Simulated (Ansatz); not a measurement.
The system is HfC.

```xyz
2
Lattice="-1.3967 2.4972 1.8473 1.3967 -2.4972 1.8473 1.3967 2.4972 -1.8473" Properties=species:S:1:pos:R:3 pbc="T T T"
Hf    0.0000    0.0000    3.6382
C     0.0000    2.4972    0.6630
```

The cell was built by a generator and needn't be a form met in nature.

| Property | Result |
| --- | --- |
| Program | Ansatz 0.2.0 |
| Task | relaxation of cell and atoms |
| Functional | BLYP |
| Potentials or basis | Ansatz PAW |
| Cutoff | 420 eV (not typed: the program's choice for these potentials) |
| k mesh | 12 × 12 × 12 |
| Occupations | fermi-dirac, width 0.05 eV |
| Spin | no spin polarisation |

At the start: volume 12.89 Å³/atom.

**Question.** How do energy, volume and symmetry change on relaxing?

**Answer.** It ends after 11 steps and the volume is 12.98 Å³/atom (+0.7 %); space group Fm-3m (No. 225, to 0.05 Å).

The path:
```tsv
step	energy change (eV)	largest force (eV/Å)	volume (Å³)
1	0.0000	11.4549	25.77
2	-2.2704	5.3347	26.83
3	-3.3816	2.9334	26.49
4	-4.0242	1.6597	25.54
5	-4.2856	0.0081	26.13
6	-4.2881	0.0005	25.90
7	-4.2881	0.0000	25.89
8	-4.3084	0.0000	25.89
9	-4.3092	0.0016	25.95
10	-4.3092	0.0001	25.96
11	-4.3093	0.0001	25.96
```

Final structure:
```
CELL_PARAMETERS angstrom
-1.66166 2.35004 1.66176
1.66166 -2.35004 1.66176
1.66166 2.35004 -1.66176
ATOMIC_POSITIONS crystal
Hf 0.08209 0.08209 0.00000
C 0.58208 0.08208 0.50000
```

Caveat: the plane-wave basis is chosen anew once the cell has moved, so the energies of steps on either side of that aren't comparable; the PAW data sets come from PBE, with cores solved anew for the run's functional, which leaves a small shift of forces and pressure.
